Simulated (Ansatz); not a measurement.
input.yaml

```yaml
crystal:
  lattice:
    - [1.4223597397, 0.8211997786, 6.9610116536]
    - [-1.4223597397, 0.8211997786, 6.9610116536]
    - [0.0, -1.6423995572, 6.9610116536]
  atoms:
    - { symbol: Ag, position: [0.0, 0.0, 0.0] }
    - { symbol: Ag, position: [0.777707367, 0.777707367, 0.777707367] }
    - { symbol: Ag, position: [0.222292633, 0.222292633, 0.222292633] }
basis:
  ecutwfc: 420
kpoints:
  mp_grid: { grid: [18, 18, 18] }
hamiltonian:
  xc: pbe
scf:
  occupations: { method: gaussian, width: 0.1 }
output:
  forces: true
  stress: true
  eigenvalues: true
relax:
  adjacent_minimum: "off"
  f_tol: 0.01
  max_steps: 30
  cell: { stress_tol: 0.1, fix: [volume] }
```

Run as
```bash
ansatz run input.yaml --threads 1 --pin off --max-ram 2560MiB --backend cpu --events-out ev --progress --plain --runs-dir out
```

All numbers below come from DFT PBE, scalar-relativistic, plane waves, PAW (Ansatz 0.2.0).

Part of what the program printed, abridged:

```
Pseudopotentials: kind: paw
Pseudopotential: Ag, paw, valence charge 19, recommended cutoff 420 eV (normal)
Functional definition: PBE
Crystal: 3 atoms, lattice volume = 48.785 Å³
Basis set: ecut = 420 eV, 953 PW (Γ), FFT grids on a1−a3, a2−a3, a3, exchange–correlation on 40×40×96 points (8 copies of the dense FFT grid, shifted against one another)
Bands: 35, of which v1, the nominal top of the filled ones, is band 29 counted from 1 (28 counted from 0)
Symmetry: 12 space group operations
Space group: R-3m (ITA 166), of the structure as read, at distance tolerance 3.7e-5 Å
k-points: 580 of 5832
Initial density: superposition of atomic densities (neutral atoms: chi_scale 0, normalization atom), corrected by the library's trained network
Initial wavefunctions: pseudopotential atomic-orbital guess
Functional: x = pbe(κ = 0.804, μ = 0.21951497), c = pbe(β = 0.06672455)
SCF iter   1: F=—  HF=-22771.503751 eV  |F-HF|=—  |Δ(HF+E_count)|=         —  Δρ=1.42e-3  dr2=9.41e-4  ethr=1.77e-3  ⟨swp⟩=5.4  Hψ=68867  notcnv=0  defer=233
SCF iter   2: F=—  HF=-22771.504858 eV  |F-HF|=—  |Δ(HF+E_count)|=   1.11e-3  Δρ=8.06e-4  dr2=3.51e-4  ethr=1.65e-6  ⟨swp⟩=2.0  Hψ=34590  notcnv=0  defer=262
SCF iter   3: F=—  HF=-22771.505001 eV  |F-HF|=—  |Δ(HF+E_count)|=   1.43e-4  Δρ=1.86e-4  dr2=6.57e-5  ethr=6.16e-7  ⟨swp⟩=2.4  Hψ=27693  notcnv=0  defer=262
SCF iter   4: F=—  HF=-22771.504983 eV  |F-HF|=—  |Δ(HF+E_count)|=   1.76e-5  Δρ=8.67e-5  dr2=6.43e-6  ethr=1.15e-7  ⟨swp⟩=1.2  Hψ=20424  notcnv=0  defer=262
SCF iter   5: F=—  HF=-22771.504984 eV  |F-HF|=—  |Δ(HF+E_count)|=   5.32e-7  Δρ=2.09e-5  dr2=4.65e-7  ethr=1.13e-8  ⟨swp⟩=2.2  Hψ=28926  notcnv=0  defer=262
SCF iter   6: F=-22771.504984 eV  HF=-22771.504984 eV  |F-HF|=9.96e-9  |Δ(HF+E_count)|=   2.04e-8  Δρ=6.62e-6  dr2=2.01e-8  ethr=1.75e-10  ⟨swp⟩=7.6  Hψ=80542  notcnv=0
SCF 1 converged in 6 iterations: F = -22771.504984 eV  dr2 = 2.01e-8
relax step   1: F+E_penalty+E_count = -22771.50498390 eV  Δ(F+E_penalty+E_count) = +0.000e0 eV  max|allowed force component| = 1.203e-3 eV/Å  Δτ_max = 0.0000 Å  P = +11.196 GPa  Ω = 48.785 Å³  fix = [volume]  reactions: volume +11.196 GPa (6 SCF iters, dr2 threshold 1.00e-7 eV, accepted)
Initial density: handed on by an earlier stage of this run
Initial wavefunctions: pseudopotential atomic-orbital guess (no wavefunctions were taken with the density)
SCF iter   1: F=—  HF=-22771.504983 eV  |F-HF|=—  |Δ(HF+E_count)|=         —  Δρ=6.75e-6  dr2=2.03e-8  ethr=6.24e-10  ⟨swp⟩=4.0  Hψ=137247  notcnv=0
SCF iter   2: F=—  HF=-22771.504984 eV  |F-HF|=—  |Δ(HF+E_count)|=   1.22e-6  Δρ=3.08e-6  dr2=7.34e-9  ethr=3.57e-11  ⟨swp⟩=2.2  Hψ=32224  notcnv=0
SCF iter   3: F=—  HF=-22771.504984 eV  |F-HF|=—  |Δ(HF+E_count)|=  2.47e-10  Δρ=1.46e-6  dr2=2.40e-9  ethr=1.29e-11  ⟨swp⟩=1.0  Hψ=20300  notcnv=0
SCF iter   4: F=—  HF=-22771.504984 eV  |F-HF|=—  |Δ(HF+E_count)|=  2.04e-10  Δρ=3.09e-7  dr2=1.23e-10  ethr=4.21e-12  ⟨swp⟩=1.6  Hψ=24662  notcnv=0
SCF iter   5: F=-22771.504984 eV  HF=-22771.504984 eV  |F-HF|=1.09e-11  |Δ(HF+E_count)|=  3.64e-12  Δρ=1.18e-7  dr2=1.14e-11  ethr=1.00e-12  ⟨swp⟩=3.6  Hψ=57699  notcnv=0
SCF 2 converged in 5 iterations: F = -22771.504984 eV  dr2 = 1.14e-11
SCF converged after 5 iterations
Free energy (F): -22771.504984 eV
Harris-Foulkes:  -22771.504984 eV  (|F-HF|=1.09e-11)
Internal energy: -22771.501060 eV  (E = F + TS)
E sigma→0 (E₀):  -22771.503022 eV
Entropy (-TS):   -0.003924 eV (-1.308 meV/atom)
Fermi energy:    18.467502 eV
--- Per-component energies (eV) ---
  E_band       = -646.894772
  E_kinetic    = 1585.015348
  E_local      = -6359.018992  (includes V_loc(G=0)·N_el)
  E_nonlocal   = 239.137177
  E_hartree    = 2914.343561
  E_xc         = -556.519284
  E_vxc        = -707.366693  (∫ρ·V_xc dr)
  E_paw        = -11705.362542  (= ΣΔE_a)
  E_vpaw       = -1233.349578  (= ΣTr[D̂ρ^β])
  E_aug_tail   = 0.000920  (compensation charges beyond the density's cutoff)
  E_ewald      = -8889.097248
  E_smearing   = -0.003924  (= −TS)
--- Forces (eV/Å), atoms counted from 1 ---
  atom   1  Ag     0.00000000     0.00000000     0.00000000
  atom   2  Ag     0.00000000     0.00000000    -0.00121450
  atom   3  Ag     0.00000000     0.00000000     0.00121450
--- Stress (GPa, compression-positive) ---
       11.189953       0.000000       0.000000
        0.000000      11.189953       0.000000
        0.000000       0.000000      11.208870
  P = ⅓ Tr σ = 11.1963 GPa (111.963 kbar)
--- Band table (eV; the first three rows and the last of 580) ---
  k-point 0: bands = ["-73.6218", "-73.6017", "-73.5945", "-37.1487", "-37.1357", "-37.0216", "-37.0216", "-37.0068", "-37.0068", "-36.9926", "-36.9882", "-36.9882", "10.3336", "11.8989", "11.9084", "13.4861", "13.4861", "13.5058", "13.6272", "13.6272", "13.7494", "13.7494", "14.3861", "14.3861", "14.9911", "14.9965", "15.1087", "15.1087", "15.2389", "15.2389", "26.7699", "26.7948", "33.9786", "34.4282", "35.5539"]
  k-point 1: bands = ["-73.6213", "-73.6013", "-73.5941", "-37.1487", "-37.1343", "-37.0256", "-37.0229", "-37.0107", "-37.0081", "-36.9938", "-36.9926", "-36.9891", "10.4244", "11.9646", "11.9749", "13.4490", "13.4630", "13.5286", "13.6538", "13.6745", "13.7062", "13.7870", "14.3388", "14.3626", "14.5236", "14.6795", "15.1164", "15.2397", "15.5296", "15.7261", "26.6090", "27.0730", "33.9404", "34.3138", "35.4715"]
  k-point 2: bands = ["-73.6198", "-73.6001", "-73.5931", "-37.1481", "-37.1311", "-37.0372", "-37.0265", "-37.0213", "-37.0118", "-37.0065", "-36.9957", "-36.9916", "10.6887", "12.1459", "12.1576", "13.3299", "13.3642", "13.5665", "13.6478", "13.7063", "13.8125", "13.8883", "14.0645", "14.2559", "14.3144", "14.3979", "15.1330", "15.2430", "15.9605", "16.4161", "26.5561", "27.4784", "33.2681", "33.7435", "35.0735"]
  k-point 579: bands = ["-73.6205", "-73.6053", "-73.5922", "-37.1916", "-37.0479", "-37.0376", "-37.0242", "-37.0242", "-37.0003", "-37.0003", "-36.9921", "-36.9921", "11.1561", "11.1708", "11.7712", "13.3953", "13.3973", "13.4955", "13.4955", "13.6178", "13.6178", "13.7242", "13.7242", "14.5916", "14.5916", "14.7550", "14.7550", "15.4131", "15.4131", "17.9369", "22.3625", "32.7691", "33.0155", "34.2939", "35.1595"]
--- Relaxed structure (1 steps of the walk, 1 accepted, 1 SCFs on fresh bases) ---
  F+E_penalty+E_count = -22771.50498391 eV   max|allowed force component| = 1.214e-3 eV/Å   (the final SCF, on the basis selected at the relaxed cell)
  cell:  # Å, volume = 48.7845 Å³
    - [1.42235973, 0.82119977, 6.9610116536]
    - [-1.42235973, 0.82119977, 6.9610116536]
    - [0.0, -1.64239955, 6.9610116536]
  atoms:
    - { symbol: Ag, position: [0.0, 0.0, 0.0] }
    - { symbol: Ag, position: [0.777707367, 0.777707367, 0.777707367] }
    - { symbol: Ag, position: [0.22229263, 0.22229263, 0.22229263] }
```

The relaxation met its thresholds.

The run took 87 s on 1 thread of Intel(R) Xeon(R) Platinum 8259CL CPU @ 2.50GHz (Skylake/Cascade Lake) (shared host), peak memory 1 GiB.